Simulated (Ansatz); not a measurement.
**Equation of state of tellurium, simple cubic**

Method: Ansatz, DFT, PBE, plane waves (420 eV) with PAW, scalar-relativistic.

The cell is scaled uniformly from the relaxed one, with fractional coordinates and shape fixed. Energies are extrapolated to zero smearing, pressures are those at the given smearing. Magnetic state: spin not included.

| V (Å³/atom) | E − E₀ (meV/atom) | P (GPa) |
| --- | --- | --- |
| 28.891 | 92.6 | 8.67 |
| 30.204 | 37.2 | 5.07 |
| 31.517 | 8.1 | 2.22 |
| 32.830 | 0.0 | -0.04 |
| 34.144 | 8.5 | -1.83 |
| 35.457 | 30.0 | -3.24 |
| 36.770 | 61.9 | -4.35 |

Problem. Fit a third-order Birch-Murnaghan equation.

Solution. V₀ = 32.77 Å³/atom, B₀ = 51 GPa, B₀′ = 4.8.
